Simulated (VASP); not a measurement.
# Al (Fm-3m) in VASP: notebook

The runs below take Al through density of states, optical spectrum, with r2SCAN.

All numbers are computed with VASP 6.6.1; they aren't measurements. Logs are shortened: lines on timing, memory, paths and dates and some standing lists are left out, and cuts for length are marked.

## 1. Starting point

It takes space group Fm-3m (No. 225, cubic). Conventional cell: a = 3.987 Å, b = 3.987 Å, c = 3.987 Å, α = 90.00°, β = 90.00°, γ = 90.00°. Around Al (site symmetry m-3m) lie 12 Al at 2.82 Å.

## 2. Density of states, r2SCAN

Contents of INCAR:

```
  ALGO = Normal
  EDIFF = 1E-7
  ENCUT = 520
  ISIF = 2
  ISMEAR = -5
  LASPH = T
  LCHARG = F
  LMIXTAU = T
  LORBIT = 10
  LREAL = F
  LWAVE = F
  METAGGA = R2SCAN
  NBANDS = 8
  NEDOS = 2001
  NELM = 100
  PREC = Accurate
  SIGMA = 0.1
```

Contents of KPOINTS:

```
k-points
0
Gamma
  18 18 18
```

Contents of POSCAR:

```
Al                                      
1.0
    0.0000000000      1.9935110885      1.9935110885
    1.9935110885      0.0000000000      1.9935110885
    1.9935110885      1.9935110885      0.0000000000
  Al            
     1
Direct
     0.0000000000000000    0.0000000000000000    0.0000000000000000
```

Potentials or basis: VASP PAW PBE potentials, release 64 (Al).

Started as:

```sh
$ cat potpaw_PBE.64/Al/POTCAR > POTCAR
$ mpirun -np 1 vasp_std > vasp.out
```

OUTCAR:

```text
EDIFF = 1E-7
   ENCUT = 520
   ISIF = 2
   ISMEAR = -5
   LASPH = T
   LORBIT = 10
   LREAL = F
   METAGGA = R2SCAN
   NELM = 100
   PREC = Accurate

 ion  position               nearest neighbor table
   1  0.000  0.000  0.000-

  LATTYP: Found a face centered cubic cell.
 ALAT       =     3.9870221770

  Lattice vectors:

 A1 = (   0.0000000000,   1.9935110885,   1.9935110885)
 A2 = (   1.9935110885,   0.0000000000,   1.9935110885)
 A3 = (   1.9935110885,   1.9935110885,   0.0000000000)

Analysis of symmetry for initial positions (statically):
=====================================================================
 Subroutine PRICEL returns:
 Original cell was already a primitive cell.

 Routine SETGRP: Setting up the symmetry group for a
 face centered cubic supercell.

 Subroutine GETGRP returns: Found 48 space group operations
 (whereof 48 operations were pure point group operations)
 out of a pool of 48 trial point group operations.

The static configuration has the point symmetry O_h .

Analysis of symmetry for dynamics (positions and initial velocities):
=====================================================================
 Subroutine PRICEL returns:
 Original cell was already a primitive cell.

 Routine SETGRP: Setting up the symmetry group for a
 face centered cubic supercell.

 Subroutine GETGRP returns: Found 48 space group operations
 (whereof 48 operations were pure point group operations)
 out of a pool of 48 trial point group operations.

The dynamic configuration has the point symmetry O_h .

 Subroutine INISYM returns: Found 48 space group operations
 (whereof 48 operations are pure point group operations),
 and found     1 'primitive' translations

----------------------------------------------------------------------------------------

                                     Primitive cell

  volume of cell :      15.8448

  direct lattice vectors                    reciprocal lattice vectors
     0.000000000  1.993511089  1.993511089    -0.250813754  0.250813754  0.250813754
     1.993511089  0.000000000  1.993511089     0.250813754 -0.250813754  0.250813754
     1.993511089  1.993511089  0.000000000     0.250813754  0.250813754 -0.250813754

  length of vectors
     2.819250418  2.819250418  2.819250418     0.434422165  0.434422165  0.434422165

  position of ions in fractional coordinates (direct lattice)
     0.000000000  0.000000000  0.000000000

  ion indices of the primitive-cell ions
   primitive index   ion index
[... 83 lines left out ...]
   POTIM  = 0.5000    time-step for ionic-motion
   TEBEG  =    0.0;   TEEND  =   0.0 temperature during run
   PSTRESS=    0.0 pullay stress
   NELECT =       3.0000    total number of electrons
   NUPDOWN=      -1.0000    fix difference up-down
   EMIN   =  10.00;   EMAX   =-10.00  energy-range for DOS
   EFERMI =   0.00;   METHOD = LEGACY
   ISMEAR =    -5;   SIGMA  =   0.10  broadening in eV -4-tet -1-fermi 0-gaus
   EFERMI_NEDOS =   21; number of points for ismear=-14 and -15
   IALGO  =     38    algorithm
   IMIX   =      4    mixing-type and parameters
     AMIX     =   0.40;   BMIX     =  1.00
     AMIX_MAG =   1.60;   BMIX_MAG =  1.00
  volume/ion in A,a.u.               =      15.84       106.93
  Fermi-wavevector in a.u.,A,eV,Ry     =   0.940055  1.776446 12.023515  0.883703
  Thomas-Fermi vector in A             =   2.067429
   LORBIT       =     10    0 simple, 1 ext, 2 COOP (PROOUT), +10 PAW based schemes
   METAGGA = R2SCAN    functional components
   LHFCALC =     F    Hartree Fock is set to
   AEXX    =    0.0000 exact exchange contribution
   IVDW    =     0    specifies the selected vdW correction
   LEPSILON=     F    determine dielectric tensor
   LRPA    =     F    only Hartree local field effects (RPA)
 non-spin polarized calculation
 Fermi weights with tetrahedron method with Bloechl corrections
  energy-cutoff  :      520.00
  volume of cell :       15.84
 maximum number of plane-waves:       444
 NGX is ok and might be reduce to    24
   NGX = 11   NGY = 11   NGZ = 11

 number of electron       3.0000000 magnetization

 Free energy of the ion-electron system (eV)
  ---------------------------------------------------
  ext. energy  EPLUGINS =         0.00000000
  ---------------------------------------------------
  free energy    TOTEN  =        -6.73846537 eV

  energy without entropy =       -6.73846537  energy(sigma->0) =       -6.73846537

 E-fermi :   8.4776     XC(G=0): -11.0567

 val. band max:        8.4259159885   @ k =  -0.4444   0.3333   0.1111
 cond. band min:       8.2867915367   @ k =  -0.2778   0.5000   0.2222
 fundamental gap:     -0.1391244517
 Fermi energy:         8.4775822973

 k-point     1 :       0.0000    0.0000    0.0000
  band No.  band energies     occupation
      1      -3.6822      2.00000
      2      21.9977      0.00000
      3      21.9977      0.00000
      4      21.9977      0.00000
      5      24.2324      0.00000
      6      24.2324      0.00000
      7      24.2324      0.00000
      8      26.1033      0.00000
[... 243 lines left out ...]
 k-point    24 :      -0.2222    0.0556    0.0000
  band No.  band energies     occupation
      1      -1.8927      2.00000
      2      12.6217      0.00000
      3      18.6116      0.00000
      4      21.6914      0.00000
      5      23.6337      0.00000
      6      24.7678      0.00000
      7      25.2950      0.00000
      8      27.6451      0.00000

 [... further k-points ...]

------------------------ aborting loop because EDIFF is reached ----------------------------------------

  FORCE on cell =-STRESS in cart. coord.  units (eV):
  Direction    XX          YY          ZZ          XY          YZ          ZX
  --------------------------------------------------------------------------------------
  -------------------------------------------------------------------------------------
  Total       -0.0154916     -0.0154916     -0.0154916      0.0000000     -0.0000000      0.0000000
  in kB       -1.5664705     -1.5664705     -1.5664705      0.0000000     -0.0000000      0.0000000
  external PRESSURE =      -1.5664705 kB  Pullay stress =       0.0000000 kB

 VOLUME and BASIS-vectors are now :
 -----------------------------------------------------------------------------
  energy-cutoff  :      520.00
  volume of cell :       15.84
      direct lattice vectors                 reciprocal lattice vectors
     0.000000000  1.993511089  1.993511089    -0.250813754  0.250813754  0.250813754
     1.993511089  0.000000000  1.993511089     0.250813754 -0.250813754  0.250813754
     1.993511089  1.993511089  0.000000000     0.250813754  0.250813754 -0.250813754

 POSITION                                       TOTAL-FORCE (eV/Angst)
 -----------------------------------------------------------------------------------
      0.00000      0.00000      0.00000         0.000000      0.000000      0.000000
 -----------------------------------------------------------------------------------
    total drift:                               -0.000000      0.000000      0.000000

  FREE ENERGIE OF THE ION-ELECTRON SYSTEM (eV)
  ---------------------------------------------------
  free  energy   TOTEN  =        -6.7384653668 eV

  energy  without entropy=       -6.7384653668  energy(sigma->0) =       -6.73846537

 total charge

# of ion       s       p       d       tot
------------------------------------------
    1        0.413   0.371   0.000   0.785
```

Wall time 1.8 min (1 thread of AMD EPYC 9R45 (Zen 5), shared host); peak memory 0.12 GiB.

Results:

| Property | Result |
| --- | --- |
| Free energy | -6.7385 eV |
| Pressure | -0.2 GPa |
| Band gap on the k mesh | none (metal or under the smearing width) |
| Valence electrons inside the program's atomic spheres | Al 0.79 |

States per cell in windows of 1 eV (zero at the Fermi level; states under -8 eV left out):
| from (eV) | total | Al1_p | Al1_s | Al1_d |
| --- | --- | --- | --- | --- |
| -8.0 | 0.23 | 0.02 | 0.04 | 0.00 |
| -7.0 | 0.25 | 0.03 | 0.04 | 0.00 |
| -6.0 | 0.30 | 0.04 | 0.04 | 0.00 |
| -5.0 | 0.28 | 0.04 | 0.03 | 0.00 |
| -4.0 | 0.34 | 0.05 | 0.04 | 0.00 |
| -3.0 | 0.32 | 0.05 | 0.03 | 0.00 |
| -2.0 | 0.35 | 0.05 | 0.03 | 0.00 |
| -1.0 | 0.35 | 0.05 | 0.03 | 0.00 |
| 0.0 | 0.38 | 0.05 | 0.04 | 0.00 |
| 1.0 | 0.39 | 0.06 | 0.03 | 0.00 |
| 2.0 | 0.41 | 0.06 | 0.04 | 0.00 |
| 3.0 | 0.42 | 0.06 | 0.04 | 0.00 |
| 4.0 | 0.45 | 0.07 | 0.05 | 0.00 |
| 5.0 | 0.49 | 0.09 | 0.04 | 0.00 |
| 6.0 | 0.54 | 0.12 | 0.04 | 0.00 |
| 7.0 | 0.50 | 0.11 | 0.03 | 0.00 |

Caveat: the PAW data sets were made with another functional, which shifts forces and pressure a little; tetrahedron occupations give inexact forces and stress in metals.

## 3. Optical spectrum, r2SCAN

Contents of INCAR:

```
PREC = Accurate ; ENCUT = 520
EDIFF = 1E-7 ; ISMEAR = 0
SIGMA = 0.1 ; LREAL = F
LASPH = T ; NELM = 100
ALGO = Normal ; ISIF = 2
LWAVE = F ; LCHARG = F
METAGGA = R2SCAN ; LMIXTAU = T
LOPTICS = T ; NBANDS = 50
NEDOS = 2000 ; CSHIFT = 0.1
```

Contents of KPOINTS:

```
Automatic mesh
0
Gamma
  26 26 26
```

POSCAR is that of step 2.

Potentials or basis: VASP PAW PBE potentials, release 64 (Al).

Started as:

```sh
$ cat potpaw_PBE.64/Al/POTCAR > POTCAR
$ mpirun -np 1 vasp_std > vasp.out
```

OUTCAR:

```text
PREC = Accurate
   ENCUT = 520
   EDIFF = 1E-7
   ISMEAR = 0
   LREAL = F
   LASPH = T
   NELM = 100
   ISIF = 2
   METAGGA = R2SCAN

 ion  position               nearest neighbor table
   1  0.000  0.000  0.000-

  LATTYP: Found a face centered cubic cell.
 ALAT       =     3.9870221770

  Lattice vectors:

 A1 = (   0.0000000000,   1.9935110885,   1.9935110885)
 A2 = (   1.9935110885,   0.0000000000,   1.9935110885)
 A3 = (   1.9935110885,   1.9935110885,   0.0000000000)

Analysis of symmetry for initial positions (statically):
=====================================================================
 Subroutine PRICEL returns:
 Original cell was already a primitive cell.

 Routine SETGRP: Setting up the symmetry group for a
 face centered cubic supercell.

 Subroutine GETGRP returns: Found 48 space group operations
 (whereof 48 operations were pure point group operations)
 out of a pool of 48 trial point group operations.

The static configuration has the point symmetry O_h .

Analysis of symmetry for dynamics (positions and initial velocities):
=====================================================================
 Subroutine PRICEL returns:
 Original cell was already a primitive cell.

 Routine SETGRP: Setting up the symmetry group for a
[... 570 lines left out ...]
      0.00000      0.00000      0.00000         0.000000      0.000000      0.000000
 -----------------------------------------------------------------------------------
    total drift:                                0.000000      0.000000      0.000000

  FREE ENERGIE OF THE ION-ELECTRON SYSTEM (eV)
  ---------------------------------------------------
  free  energy   TOTEN  =        -6.7401874023 eV

  energy  without entropy=       -6.7384839355  energy(sigma->0) =       -6.73933567

 electrical conductivity sigma (Mega S m-1) (frequency dependency in vasprun.xml)
  --------------------------------------------------------------------------------------
       0.300       0.000      -0.000
       0.000       0.300      -0.000
       0.000       0.000       0.300

  frequency dependent IMAGINARY DIELECTRIC FUNCTION (independent particle, no local field effects) density-density
     E(ev)      X         Y         Z        XY        YZ        ZX
  --------------------------------------------------------------------------------------------------------------
     0.00000     0.00000     0.00000     0.00000     0.00000     0.00000     0.00000
     1.52593    23.18302    23.18302    23.18302     0.00000     0.00000    -0.00000
     3.05185     6.98208     6.98208     6.98208     0.00000     0.00000     0.00000
     4.57778     3.29537     3.29537     3.29537    -0.00000     0.00000     0.00000
     6.10371     1.22536     1.22536     1.22536     0.00000     0.00000     0.00000
     7.62964     0.44975     0.44975     0.44975     0.00000     0.00000    -0.00000
[... 92 lines left out ...]
   149.54085     0.00001     0.00001     0.00001     0.00000     0.00000     0.00000
   151.06678     0.00001     0.00001     0.00001     0.00000     0.00000     0.00000

  frequency dependent      REAL DIELECTRIC FUNCTION (independent particle, no local field effects) density-density
     E(ev)        X           Y           Z          XY          YZ          ZX
  --------------------------------------------------------------------------------------------------------------
     0.00000    37.87312    37.87312    37.87312     0.00000     0.00000     0.00000
     1.52593    13.94096    13.94096    13.94096    -0.00000    -0.00000    -0.00000
     3.05185    -6.07010    -6.07010    -6.07010    -0.00000    -0.00000    -0.00000
     4.57778    -3.45518    -3.45518    -3.45518    -0.00000    -0.00000    -0.00000
     6.10371    -2.02527    -2.02527    -2.02527    -0.00000    -0.00000    -0.00000
     7.62964    -0.98366    -0.98366    -0.98366    -0.00000    -0.00000    -0.00000
[... 92 lines left out ...]
   149.54085     0.99462     0.99462     0.99462    -0.00000    -0.00000    -0.00000
   151.06678     0.99473     0.99473     0.99473    -0.00000    -0.00000    -0.00000

  frequency dependent IMAGINARY DIELECTRIC FUNCTION (independent particle, no local field effects) current-current
     E(ev)      X         Y         Z        XY        YZ        ZX
  --------------------------------------------------------------------------------------------------------------
     0.00000    99.37312    99.37312    99.37312    -0.00000     0.00000    -0.00000
     1.52593    25.06831    25.06831    25.06831     0.00000     0.00000    -0.00000
     3.05185     6.53663     6.53663     6.53663     0.00000     0.00000     0.00000
     4.57778     3.10288     3.10288     3.10288    -0.00000     0.00000     0.00000
     6.10371     1.12293     1.12293     1.12293     0.00000    -0.00000    -0.00000
     7.62964     0.39680     0.39680     0.39680    -0.00000    -0.00000     0.00000
[... 92 lines left out ...]
   149.54085     0.00000     0.00000     0.00000    -0.00000     0.00000     0.00000
   151.06678     0.00000     0.00000     0.00000    -0.00000     0.00000     0.00000

  frequency dependent      REAL DIELECTRIC FUNCTION (independent particle, no local field effects) current-current
     E(ev)        X           Y           Z          XY          YZ          ZX
  --------------------------------------------------------------------------------------------------------------
     0.00000    36.84966    36.84966    36.84966    -0.00000     0.00000    -0.00000
     1.52593    11.10273    11.10273    11.10273     0.00000    -0.00000     0.00000
     3.05185    -6.47900    -6.47900    -6.47900     0.00000    -0.00000     0.00000
     4.57778    -3.60470    -3.60470    -3.60470     0.00000    -0.00000    -0.00000
     6.10371    -2.06169    -2.06169    -2.06169     0.00000    -0.00000     0.00000
     7.62964    -0.99141    -0.99141    -0.99141     0.00000    -0.00000    -0.00000
[... 92 lines left out ...]
   149.54085     0.99463     0.99463     0.99463     0.00000    -0.00000     0.00000
   151.06678     0.99474     0.99474     0.99474     0.00000    -0.00000     0.00000
```

OSZICAR:

```text
N       E                     dE             d eps       ncg     rms          rms(c)
DAV:   1     0.158643839710E+01    0.15864E+01   -0.69640E+02 51330   0.339E+01
DAV:   2    -0.679025911373E+01   -0.83767E+01   -0.79499E+01 62714   0.155E+01
DAV:   3    -0.691591888955E+01   -0.12566E+00   -0.12469E+00 60752   0.164E+00
DAV:   4    -0.691595899554E+01   -0.40106E-04   -0.40101E-04 58312   0.250E-02
DAV:   5    -0.691595899642E+01   -0.88238E-09   -0.15881E-08 59758   0.195E-04    0.307E+00
DAV:   6    -0.672658183078E+01    0.18938E+00   -0.64203E-02 54270   0.226E-01    0.172E+00
DAV:   7    -0.699431721343E+01   -0.26774E+00   -0.40682E-02 52682   0.193E-01    0.104E-01
DAV:   8    -0.673617450193E+01    0.25814E+00   -0.49526E-02 52292   0.197E-01    0.693E-02
DAV:   9    -0.673868039260E+01   -0.25059E-02   -0.61228E-04 61180   0.261E-02    0.736E-02
DAV:  10    -0.673890115932E+01   -0.22077E-03   -0.68165E-04 53678   0.201E-02    0.119E-01
DAV:  11    -0.673975274164E+01   -0.85158E-03   -0.65664E-04 54276   0.293E-02    0.169E-02
DAV:  12    -0.674014187859E+01   -0.38914E-03   -0.51336E-05 59080   0.110E-02    0.229E-02
DAV:  13    -0.674013767999E+01    0.41986E-05   -0.58779E-07 58008   0.131E-03    0.173E-02
DAV:  14    -0.674018923941E+01   -0.51559E-04   -0.13051E-05 53006   0.668E-03    0.648E-03
DAV:  15    -0.674018793540E+01    0.13040E-05   -0.11663E-06 55860   0.154E-03    0.694E-04
DAV:  16    -0.674018806720E+01   -0.13181E-06   -0.28832E-08 58038   0.266E-04    0.551E-04
DAV:  17    -0.674018737922E+01    0.68798E-06   -0.48824E-08 55566   0.229E-04    0.230E-04
DAV:  18    -0.674018740232E+01   -0.23097E-07   -0.40882E-09 54240   0.907E-05
   1 F= -.67401874E+01 E0= -.67393357E+01  d E =-.170347E-02
 imaginary and real dielectric function
```

stdout:

```text
POSCAR found type information on POSCAR Al
 POSCAR found :  1 types and       1 ions
 scaLAPACK will be used
 -----------------------------------------------------------------------------
|                                                                             |
|                                                                             |
|     You enforced a specific xc type in the INCAR file but a different       |
|     I HOPE YOU KNOW WHAT YOU ARE DOING!                                     |
|                                                                             |
 -----------------------------------------------------------------------------

 LDA part: xc-table for (None), standard interpolation
 POSCAR, INCAR and KPOINTS ok, starting setup
 FFT: planning ... GRIDC
 FFT: planning ... GRID_SOFT
 FFT: planning ... GRID
 WAVECAR not read
 entering main loop
 optical routines
 imaginary and real dielectric function
 direction            1
 direction            2
 direction            3
```

It took 21 min on 1 thread of AMD EPYC 9R45 (Zen 5), shared host; peak memory 0.36 GiB.

Results:

- Free energy: -6.7402 eV
- Pressure: 0.1 GPa
- Band gap on the k mesh: none (metal or under the smearing width)

Levels at points of the mesh, in eV from the Fermi level:
```csv
k point,band 1,band 2,band 3,band 4,band 5
"(0.00, 0.00, 0.00)",-12.15,13.53,13.53,13.53,15.77
"(0.50, 0.00, 0.00)",-5.19,-4.61,12.25,12.25,12.75
"(0.50, 0.50, 0.00)",-3.28,-1.69,5.45,6.18,6.18
```

Dielectric function (mean over the directions given):
```csv
energy (eV),real part,imaginary part
0.31,41.22,3.08
0.76,42.57,42.84
1.30,8.70,24.39
1.75,11.45,36.30
2.29,-8.88,29.68
2.82,-9.73,6.53
3.28,-5.76,9.00
3.81,-6.44,3.76
4.27,-3.88,2.02
4.81,-4.06,2.36
5.34,-2.92,0.84
5.80,-1.68,1.13
6.33,-1.96,0.80
6.87,-1.16,0.42
7.32,-0.95,0.73
7.86,-0.85,0.31
8.32,-0.47,0.21
8.85,-0.41,0.33
9.38,-0.23,0.15
9.84,-0.05,0.18
10.38,0.00,0.17
10.83,0.09,0.09
11.37,0.21,0.11
11.90,0.23,0.11
12.36,0.32,0.06
12.89,0.40,0.09
13.43,0.40,0.06
13.89,0.47,0.05
14.42,0.50,0.08
14.88,0.52,0.04
15.41,0.58,0.04
15.95,0.59,0.05
16.40,0.62,0.03
16.94,0.65,0.05
17.40,0.65,0.04
17.93,0.68,0.03
18.46,0.70,0.03
18.92,0.71,0.03
19.46,0.74,0.03
19.99,0.74,0.03
```

Caveat: independent-particle spectra lack excitons; the intraband (Drude) part of a metal's response may be missing; the PAW data sets were made with another functional, which shifts forces and pressure a little.
